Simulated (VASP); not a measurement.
# InAs: on-the-fly training of a machine-learned force field

InAs, F-43m (no. 216), 64 atoms in the cell. LDA, machine-learned force field (on-the-fly training); PAW potentials In, As (LDA set).

Atoms in the training cell: 64; Target temperature (K): 300; Ensemble of the training: NpT, Langevin, temperature ramp.

## Input

INCAR:
```
PREC = Normal
ENCUT = 280
EDIFF = 1E-6
ISMEAR = 0
SIGMA = 0.05
ALGO = Normal
LREAL = Auto
LASPH = True
NELM = 80
NELMIN = 4
LWAVE = False
LCHARG = False
GGA = CA
NCORE = 4
IBRION = 0
NSW = 3000
POTIM = 3
TEBEG = 90
TEEND = 390
ISYM = 0
MDALGO = 3
LANGEVIN_GAMMA = 10 10
ISIF = 3
RANDOM_SEED = 686019 0 0
LANGEVIN_GAMMA_L = 5
PMASS = 100
ML_LMLFF = True
ML_MODE = train
NWRITE = 0
ML_MCONF = 600
ML_MB = 1200
```

KPOINTS:
```
k-points
0
Gamma
  1 1 1
```

POSCAR:
```
InAs
1.0
   12.072000000000      0.000000000000      0.000000000000
    0.000000000000     12.072000000000      0.000000000000
    0.000000000000      0.000000000000     12.072000000000
In As
32 32
Direct
    0.496014257330     -0.006582301171     -0.001234401700
    0.752089688062      0.255646354535      0.000545260434
    0.747253243934     -0.003900498784      0.253721400451
    0.008125164229      0.001355709621     -0.006129864135
    0.245237250470      0.257952381158      0.001008362030
    0.491390979908      0.499584014946     -0.005781441220
    0.746872325576      0.747574523741     -0.003545295088
    0.252750390012     -0.000313548568      0.247070421183
    0.502035973293      0.254124529359      0.241833879864
    0.748724005336      0.495125510159      0.249139387550
    0.493591358118      0.000102834960      0.499811701088
    0.748487386924      0.244791617768      0.498030863169
    0.744575900091     -0.006735629951      0.751117225310
   -0.005513667683      0.505816581020      0.003561568866
    0.240070493576      0.751352529172     -0.005475728765
    0.000164300299      0.250216858810      0.240117148170
    0.248839848291      0.498728677776      0.254781314771
    0.494127997972      0.753668200288      0.244537908732
   -0.001646575013     -0.004177302030      0.507200453722
    0.252824120774      0.262086145640      0.503190439260
    0.504199765078      0.504178344315      0.496985032128
    0.749651946090      0.756711674293      0.498029071744
    0.250938367452     -0.000105484396      0.753027914974
    0.498186338261      0.249242734151      0.751204679069
    0.750512043432      0.495700930684      0.754452202004
   -0.006453683938      0.744030240811      0.243625786308
    0.004806025243      0.498207711884      0.495173775455
    0.244353770407      0.752093097105      0.494757253168
   -0.006322456313      0.253051655380      0.744052148473
    0.248397424698      0.499966393935      0.747786603544
    0.499731143332      0.756653943832      0.747430943576
   -0.006258981903      0.740871045203      0.748982275761
    0.873249219630      0.376317549239      0.372692621314
    0.122621081198      0.621414931671      0.372416700933
    0.125796355399      0.373109578891      0.625499213980
    0.384449240557      0.377381302936      0.367166551464
    0.633615952215      0.626728679771      0.370321007523
    0.879508195615      0.875087751545      0.371942253812
    0.121851347289      0.120062466251      0.375239159960
    0.630312210208      0.373384432909      0.627091571198
    0.884322296490      0.618963267232      0.626279932027
    0.123476953644      0.869735307655      0.619901355868
    0.874924030104      0.377156378783      0.872357903475
    0.125270330737      0.628589506235      0.876473962460
    0.129317446271      0.377293218728      0.127425475525
    0.384078698136      0.878097275714      0.375643494694
    0.628528547731      0.120431790877      0.373321546790
    0.378942449574      0.628135122764      0.632695634646
    0.625052052828      0.867731969233      0.634678165660
    0.880431872816      0.119737885519      0.631838089811
    0.375161047708      0.365984449454      0.872910765798
    0.622470656889      0.632906800002      0.871063276862
    0.873739476439      0.873624449270      0.873116437560
    0.120456888365      0.126088901138      0.880351911761
    0.628101280572      0.370390163439      0.119285209954
    0.875591319849      0.621488170161      0.121867963972
    0.116651617401      0.884694292260      0.129555761196
    0.370159506303      0.129513967529      0.631672401122
    0.363123492298      0.872271646195      0.873071703687
    0.628221940707      0.124396295118      0.873854715031
    0.374709883752      0.634211360377      0.135735489412
    0.622391518703      0.870396401624      0.138382470911
    0.870130493871      0.122150089374      0.125181816647
    0.377401820299      0.130114490802      0.126943226748
```

Commands:
```
cat potpaw_LDA.64/In/POTCAR potpaw_LDA.64/As/POTCAR > POTCAR
# POSCAR: the crystal's sites, moved at random by about 0.06 A along each axis
mpirun -np 8 vasp_gam > vasp.out
cp ML_ABN ../ML_AB.train
cp ML_FFN ../ML_FF.train
```

## Result

- MD steps with a DFT calculation: 140
- MD steps: 3000
- Force error on the training data while learning (meV/Å): 29.6
- Energy error on the training data while learning (meV/atom): 0.475
- Last threshold of the force error (eV/Å): 0.0114

Errors on the training data as learning went on:

| MD step | Energy (meV/atom) | Forces (meV/Å) | Stress (kbar) |
|---|---|---|---|
| 1 | 0.205 | 29.4 | 42.46 |
| 4 | 0.022 | 33.2 | 0.09 |
| 7 | 0.040 | 25.1 | 0.15 |
| 10 | 0.059 | 23.4 | 0.25 |
| 22 | 0.105 | 22.6 | 0.37 |
| 436 | 0.131 | 23.3 | 0.48 |
| 767 | 0.235 | 24.3 | 0.52 |
| 1127 | 0.250 | 26.4 | 0.54 |
| 1441 | 0.284 | 27.4 | 0.51 |
| 1932 | 0.334 | 27.9 | 0.51 |
| 2196 | 0.356 | 28.7 | 0.52 |
| 2467 | 0.473 | 29.1 | 0.55 |
| 2880 | 0.463 | 29.6 | 0.56 |

DFT calculations in each fifth of the run: 33, 29, 24, 26, 28.

ML_LOGFILE:
```
ML_LOGFILE 0.2.5

* MEMORY INFORMATION ********************

Estimated memory consumption for ML force field generation (MB):

Persistent allocations for force field  :    402.4
|
|-- CMAT for basis  :     30.6
|-- SINV for basis  :      7.6
|-- FMAT for basis  :    336.3
|-- DESC for basis  :      3.3
|-- DESC product matrix  :      3.9

Persistent allocations for ab initio data     :      3.3
|
|-- Ab initio data  :      3.1
|-- Ab initio data (new)  :      0.1

Temporary allocations for sparsification  :    170.2
|
|-- SVD matrices  :    170.1

Other temporary allocations  :     21.7
|
|-- Descriptors  :      3.9
|-- Regression  :     13.5
|-- Prediction  :      4.4

Total memory consumption  :    605.0

********************

* MACHINE LEARNING SETTINGS ********************

General settings
------------------------------------------------------------
Machine learning operation mode in strings (supertag)  :         train (I) ML_MODE
Machine learning operation mode  :             0     ML_ISTART
Machine learning force field type  :        kernel     ML_TYPE
Controls the verbosity of the output at each MD step when machine learning is used  :             1     ML_OUTPUT_MODE
[... 436 lines left out ...]

Program part                                         system clock (sec)       cpu time (sec)
---------------------------------------------------|--------------------|-------------------
Setup (file I/O, parameters,...)                   |              0.328 |              0.329
Descriptor and design matrix                       |             30.295 |             28.483
Sparsification of configurations                   |              1.798 |              1.683
Regression                                         |              2.915 |              2.719
Prediction                                         |             61.466 |             57.816
---------------------------------------------------|--------------------|-------------------
TOTAL                                              |             96.803 |             91.030

********************
```

Limits: These errors are on the data that the field was fitted to, not on fresh structures.

VASP 6.6.1 took 1032 s on 8 cores (AMD EPYC 9R45 (Zen 5)), a shared host.
